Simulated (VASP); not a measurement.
The system is AlN.

```
Al N
1.0
     3.11300    0.00000    0.00000
    -1.55650    2.69594    0.00000
     0.00000    0.00000    4.98100
Al N
2 2
Direct
  0.66667 0.33333 0.50000
  0.33333 0.66667 0.00000
  0.66667 0.33333 0.88000
  0.33333 0.66667 0.38000
```

* Program: VASP 6.6.1
* Task: relaxation of cell and atoms
* Functional: PBE
* Potentials or basis: VASP PAW PBE potentials, release 64 (Al, N)
* Cutoff: 600 eV
* k mesh: 7 × 7 × 5
* Occupations: fermi-dirac, width 0.05 eV
* Spin: no spin polarisation

At the start: pressure 3.3 GPa; volume 10.45 Å³/atom.

Where does the relaxation end?

Over 3 steps the energy falls by 2.1 meV/atom and the volume is 10.62 Å³/atom (+1.7 %); space group P6_3mc (No. 186, to 0.05 Å).

The path:
```
step  energy change (eV)  largest force (eV/Å)  pressure (GPa)  volume (Å³)
   1              0.0000                0.1292            3.33        41.80
   2             -0.0018                0.0912           -2.78        43.13
   3             -0.0083                0.0036            0.00        42.50
```

Final structure:
```
CELL_PARAMETERS angstrom
3.12734 0.00000 0.00000
-1.56367 2.70836 0.00000
0.00000 0.00000 5.01754
ATOMIC_POSITIONS crystal
Al 0.66667 0.33333 0.49933
Al 0.33333 0.66667 0.99933
N 0.66667 0.33333 0.88067
N 0.33333 0.66667 0.38067
```
